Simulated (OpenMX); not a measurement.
The system is TiCo.

```
Co Ti
1.0
     2.98611    0.00000    0.00000
     0.00000    2.98611    0.00000
     0.00000    0.00000    2.98611
Co Ti
1 1
Direct
  0.50000 0.50000 0.50000
  0.00000 0.00000 0.00000
```

The cell comes from a database or a generator and needn't be the stable form of this composition.

Base run:

```yaml
Program: OpenMX 3.8.5
Functional: PBE
Potentials_or_basis: OpenMX 2013 PBE set, Co6.0H-s3p2d2, Ti7.0-s3p2d2, grid cutoff 500 Ry
k_mesh: 7 × 7 × 7
Occupations: fermi-dirac, width 0.05 eV
Spin: collinear spin, ferrimagnetic start
Starting_moments: "[2.0, -0.5] μB"
```

Its results: band gap on the k mesh none (metal or under the smearing width); pressure 2.1 GPa; net moment 0.85 μB per cell.

The run is repeated on the same cell with these changes: spin from collinear spin, ferrimagnetic start to collinear spin, random start; moments at the start from [2.0, -0.5] to [-0.12, 1.09]. What comes out?

Band gap on the k mesh none (metal or under the smearing width); pressure 0.2 GPa; net moment 0.00 μB per cell.

Caveats: the basis of atomic orbitals isn't converged, which shifts pressures, moduli and gaps.
